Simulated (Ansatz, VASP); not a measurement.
# As: VASP beside Ansatz

```
CELL_PARAMETERS angstrom
1.87975 1.08527 3.48577
-1.87975 1.08527 3.48577
0.00000 -2.17055 3.48577
ATOMIC_POSITIONS crystal
As 0.22880 0.22880 0.22880
As 0.77120 0.77120 0.77120
```

Alike in both runs: functional PBE; k mesh 11 × 11 × 11; occupations fermi-dirac, width 0.05 eV; no spin polarisation.

Ansatz relaxed the structure, and its values are those at the end. VASP's run is a single point on that final structure, the one shown.

```csv
,VASP,Ansatz
version,VASP 6.6.1,Ansatz 0.2.0
potentials or method,"VASP PAW PBE potentials, release 64 (As)","plane-wave PAW, scalar-relativistic"
plane-wave cutoff (eV),520,420
valence electrons in the cell,10,30
```

```tsv
	VASP	Ansatz	Ansatz less VASP
pressure (GPa)	3.2	2.9	-0.29
rms of the force components (eV/Å)	0.029	0.002	-0.0274
```

The two sets of potentials don't hold the same shells in valence. Ansatz warned: «stress_scf_threshold_loose».
